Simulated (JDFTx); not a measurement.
**Ru under changes of volume**

One of the cells (13.575 Å³/atom); the others are scaled copies at fixed shape and fractional positions:

```
Ru
1.0
     2.70580    0.00000    0.00000
    -1.35290    2.34329    0.00000
     0.00000    0.00000    4.28190
Ru
2
Direct
  0.66667 0.33333 0.75000
  0.33333 0.66667 0.25000
```

| Quantity | Value |
| --- | --- |
| Program | JDFTx 1.7.0 (patched build) |
| Functional | LDA |
| Potentials or basis | PseudoDojo-SR-LDA-0.4.1-standard with smoothed tails |
| Cutoff | 1197 eV |
| Density cutoff | 9578 eV |
| k mesh | 11 × 11 × 6 |
| Occupations | fermi-dirac, width 0.05 eV |
| Spin | no spin polarisation |

```tsv
volume (Å³/atom)	energy over the lowest point (meV/atom)	pressure (GPa)
12.760	10.94	10.8
13.032	0.00	2.4
13.303	?	?
13.575	16.68	-11.6
13.846	41.46	-17.4
14.118	75.56	-22.6
14.389	117.90	-27.2
```

Q: What does the run at 13.303 Å³/atom give?

A: Energy over the lowest point 2.41 meV/atom; pressure -5.0 GPa.

Worked out: A Birch-Murnaghan fit of order 3 (a polynomial in V^(-2/3)) to the other rows has its minimum at 13.11 Å³/atom with B0 = V·E''(V) = 366 GPa and B' = 4.8 at fixed shape and positions, which overstates the stiffness. It gives 2.41 meV/atom at 13.303 Å³/atom, against the run's 2.41, and -dE/dV = -5.1 GPa, against -5.0.

Energies are extrapolated to zero smearing.
